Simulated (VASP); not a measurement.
The system is CdS (Hawleyite).

```
Cd S
1.0
     0.00000    2.91650    2.91650
     2.91650    0.00000    2.91650
     2.91650    2.91650    0.00000
Cd S
1 1
Direct
  0.00000 0.00000 0.00000
  0.75000 0.75000 0.75000
```

Base run:

* Program: VASP 6.6.1
* Functional: r2SCAN
* Potentials or basis: VASP PAW PBE potentials, release 64 (Cd, S)
* Cutoff: 520 eV
* k mesh: 8 × 8 × 8
* Occupations: gaussian, width 0.02 eV
* Spin: no spin polarisation

Its results: band gap on the k mesh 1.59 eV, direct; pressure 1.8 GPa.

Q: The run is repeated on the same cell with these changes: functional from r2SCAN to PBE; potentials or basis from VASP PAW PBE potentials, release 64 (Cd, S) to VASP PAW PBE potentials, release 64 (Cd_GW, S_GW); cutoff from 520 eV to 550 eV. What comes out?

A: Band gap on the k mesh 1.14 eV, direct; pressure 2.8 GPa.

Caveats: the PAW data sets were made with another functional, which shifts forces and pressure a little (some runs).

Not every run made on this cell is shown here.
